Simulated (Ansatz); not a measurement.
# TaN: equation of state, part 2 of 2

How stiff is TaN, and at what volume does the pressure vanish? The cell is scaled evenly, atoms carried along, and solved with LAPW, PAW and all-electron datasets made for the crystal.

Ansatz 0.2.0; DFT PBE; a database cell (COD). «Crystal datasets» are all-electron PAW datasets made for this crystal.

## (10) Volume × 1.06, PAW

The input, input.yaml:

```yaml
crystal:
  lattice:
    - [2.9956213083, 0.0, 0.0]
    - [-1.4978106541, 2.5942841531, 0.0]
    - [0.0, 0.0, 2.939543767]
  atoms:
    - { symbol: Ta, position: [0.3333333333, 0.6666666667, 0.5] }
    - { symbol: "N", position: [0.0, 0.0, 0.0] }
kpoints:
  mp_grid: { grid: [12, 12, 10] }
scf:
  occupations: { method: fermi_dirac, width: 0.02 }
hamiltonian:
  xc: pbe
  pseudopotentials: { kind: paw }
output:
  forces: true
  stress: true
  eigenvalues: true
  efg: { contact_densities: true }
```

On the command line:

```sh
> ansatz run input.yaml --threads 1 --pin off --max-ram 2048MiB --backend cpu --events-out ev --progress --plain --runs-dir out
```

Standard output, cut to the lines that bear on the results:

```text
Ta: output.efg is read without spin–orbit coupling, which moves field gradients at and beside such atoms by some per cent and up to a factor of two; PAW files take it under magnetization.noncollinear and magnetization.spin_orbit
[...]
Pseudopotentials: kind: paw
Pseudopotential: Ta, paw, valence charge 13, recommended cutoff 420 eV (normal)
Pseudopotential: N, paw, valence charge 5, recommended cutoff 420 eV (normal)
Functional definition: PBE
[...]
Crystal: 2 atoms, lattice volume = 22.845 Å³
Basis set: ecut = 420 eV, 405 PW (Γ), exchange–correlation on 48×48×40 points (8 copies of the dense FFT grid, shifted against one another)
Bands: 13, of which v1, the nominal top of the filled ones, is band 9 counted from 1 (8 counted from 0)
Symmetry: 12 space group operations
Space group: P-6m2 (ITA 187), of the structure as read, at distance tolerance 2.8e-5 Å
[...]
--- Forces (eV/Å), atoms counted from 1 ---
  atom   1  Ta     0.00000000     0.00000000     0.00000000
  atom   2  N      0.00000000     0.00000000     0.00000000
[...]
--- Stress (GPa, compression-positive) ---
      -13.386213       0.000000       0.000000
        0.000000     -13.386213       0.000000
        0.000000       0.000000     -14.427282
  P = ⅓ Tr σ = -13.7332 GPa (-137.332 kbar)
--- PAW observables at the nuclei: V_zz in 10²¹ V/m², potentials from the cell's mean, atoms counted from 1 ---
  atom   1  Ta V_zz =    +6.002151   η = 0.0000   by run symmetry: allowed
            electrostatic potential = -14499.181033 V   contact ρ = 8154436.648743 e/Å³
  atom   2  N  V_zz =    +0.190863   η = 0.0000   by run symmetry: allowed
            electrostatic potential = -527.807964 V   contact ρ = 1414.337912 e/Å³
--- Band table (eV; the first three rows and the last of 114) ---
  k-point 0: bands = ["-49.6366", "-15.9861", "-15.7507", "-15.7507", "1.6457", "14.6543", "14.6543", "15.0263", "16.1136", "20.7426", "22.2894", "22.2894", "22.6629"]
[...]
```

Run time: 4.1 s. Hardware: 1 thread, shared host.

In short: pressure -13.73 GPa; no gap; Vzz Ta1 6.00 (η = 0.00), N2 0.19 (η = 0.00) (10²¹ V/m²).

## (11) Volume × 1.06, crystal datasets

Changes to input.yaml since step 10:

```diff
@@ -14,3 +14,3 @@
   xc: pbe
-  pseudopotentials: { kind: paw }
+  pseudopotentials: { kind: all_electron, datasets: crystal }
 output:
```

On the command line:

```sh
> ansatz run input.yaml --threads 1 --pin off --max-ram 2048MiB --backend cpu --events-out ev --progress --plain --runs-dir out
```

Standard output, cut to the lines that bear on the results:

```text
[...]
band count auto-derived: 22 (N_el = 32.0; filled up to band 16; 20 by the electrons, moments and atoms)
Ta: output.efg is read without spin–orbit coupling, which moves field gradients at and beside such atoms by some per cent and up to a factor of two; PAW files take it under magnetization.noncollinear and magnetization.spin_orbit
[...]
[... 1 set-up line as earlier in the session ...]
Pseudopotential: Ta, paw, valence charge 27, recommended cutoff 460 eV (normal), Koelling and Harmon's equation, gaussian nucleus
Pseudopotential: N, paw, valence charge 5, recommended cutoff 460 eV (normal), Koelling and Harmon's equation, gaussian nucleus
[... 1 set-up line as earlier in the session ...]
[...]
Crystal: 2 atoms, lattice volume = 22.845 Å³
Basis set: ecut = 460 eV, 527 PW (Γ), exchange–correlation on 48×48×48 points (8 copies of the dense FFT grid, shifted against one another)
[...]
  atom   1  Ta     0.00000000    -0.00000000     0.00000000
  atom   2  N     -0.00000000     0.00000000     0.00000000
[...]
--- Stress (GPa, compression-positive) ---
      -13.120163       0.000000       0.000000
        0.000000     -13.120163       0.000000
        0.000000       0.000000     -14.110189
  P = ⅓ Tr σ = -13.4502 GPa (-134.502 kbar)
--- PAW observables at the nuclei: V_zz in 10²¹ V/m², potentials from the cell's mean, atoms counted from 1 ---
  atom   1  Ta V_zz =    +6.503721   η = 0.0000   by run symmetry: allowed
            electrostatic potential = -14499.102474 V   contact ρ = 8150576.109435 e/Å³
  atom   2  N  V_zz =    +0.171347   η = 0.0000   by run symmetry: allowed
            electrostatic potential = -527.875661 V   contact ρ = 1414.597259 e/Å³
--- Band table (eV; the first three rows and the last of 114) ---
  k-point 0: bands = ["-44.7207", "-11.0709", "-10.8420", "-10.8420", "3.4998", "3.4999", "3.4999", "3.5055", "3.5055", "3.5185", "3.5824", "6.5762", "19.5699", "19.5699", "19.9421", "21.0322", "25.6590", "27.2005", "27.2005", "27.5806"]
[...]
```

It took 28 s on 1 thread, shared host.

In short: pressure -13.45 GPa; no gap; Vzz Ta1 6.50 (η = 0.00), N2 0.17 (η = 0.00) (10²¹ V/m²).

## (12) The equation of state

The rows at scale 1 come from earlier runs of the unscaled cell with the same settings.

```
          method  volume (Å³/atom)  F above the lowest (meV/atom)  pressure (GPa)  Vzz Ta1 (10²¹ V/m²)  Vzz N2 (10²¹ V/m²)
            LAPW            10.135                           66.5           29.67                    –                   –
            LAPW            10.453                           21.1           16.39                    –                   –
            LAPW            10.776                            0.0            4.85                    –                   –
            LAPW            11.099                            0.4           -5.02                    –                   –
            LAPW            11.422                           19.3          -13.45                    –                   –
             PAW            10.135                           66.2           29.74                 4.39                0.02
             PAW            10.453                           20.9           16.33                 4.87                0.06
             PAW            10.776                            0.0            4.68                 5.30                0.11
             PAW            11.099                            0.8           -5.26                 5.67                0.14
             PAW            11.422                           20.2          -13.73                 6.00                0.19
crystal datasets            10.135                              –           29.67                 5.09                0.00
crystal datasets            10.776                              –            4.85                 5.89                0.09
crystal datasets            11.422                              –          -13.45                 6.50                0.17
```

## (13) What came out

What follows sums up all 2 parts.

| quantity | value |
| --- | --- |
| equilibrium volume (LAPW) | 10.928 Å³/atom |
| bulk modulus (LAPW) | 335 GPa |
| its pressure derivative (LAPW) | 4.3 |
| equilibrium volume (PAW) | 10.922 Å³/atom |
| bulk modulus (PAW) | 338 GPa |
| its pressure derivative (PAW) | 4.3 |

**Reading.** A third-order Birch-Murnaghan fit to the LAPW pressures puts zero pressure at 10.93 Å³/atom, +1.4 % from the given cell, with a bulk modulus of 335 GPa. Shape and positions are held, so a fully relaxed modulus can be lower. PAW's volume lies -0.06 % and its modulus +1.0 % from LAPW's. No thermal or zero-point expansion is included. Spin-orbit coupling is left out, though the cell holds Ta; in elements this heavy it can shift bands and gaps by tenths of an eV.
